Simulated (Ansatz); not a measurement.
# Zr$_{2}$N under strain

Computed with DFT r2SCAN, scalar-relativistic, plane waves, PAW (Ansatz). Settings: 500 eV cutoff, 8×8×12 k-mesh, Gaussian smearing of 0.10 eV, no spin polarisation.

Reference structure (relaxed):

```xyz
6
Lattice="5.4171 0.0000 0.0000 0.0000 5.4171 0.0000 0.0000 0.0000 3.3004" Properties=species:S:1:pos:R:3 pbc="T T T"
Zr    1.6065    1.6065    0.0000
Zr    3.8105    3.8105    0.0000
Zr    4.3151    1.1020    1.6502
Zr    1.1020    4.3151    1.6502
N     0.0000    0.0000    0.0000
N     2.7085    2.7085    1.6502
```

Deformation: biaxial strain in the a-b plane, with the length and tilt of c and the atoms relaxed, all within the symmetry that the strain leaves. Energies are extrapolated to zero smearing. On this cell's mesh the reference holds a stress of up to 0.23 GPa.

```csv
strain (%),ΔE (meV/atom),a (Å),b (Å),c (Å)
-4.0,65.0,5.200,5.200,3.386
-2.0,15.4,5.309,5.309,3.340
+0.0,0.0,5.417,5.417,3.300
+2.0,15.5,5.525,5.525,3.270
+4.0,56.9,5.634,5.634,3.242
```

Task: What stiffness (1/V) d²E/dε² at zero strain does a cubic fit over all points give?

Result: A cubic fit gives (1/V) d²E/dε² = 755 GPa at zero strain (twice the biaxial modulus).

Task: How does the free axis c answer a small strain?

Result: Between the innermost points its strain is -0.53 times the applied one.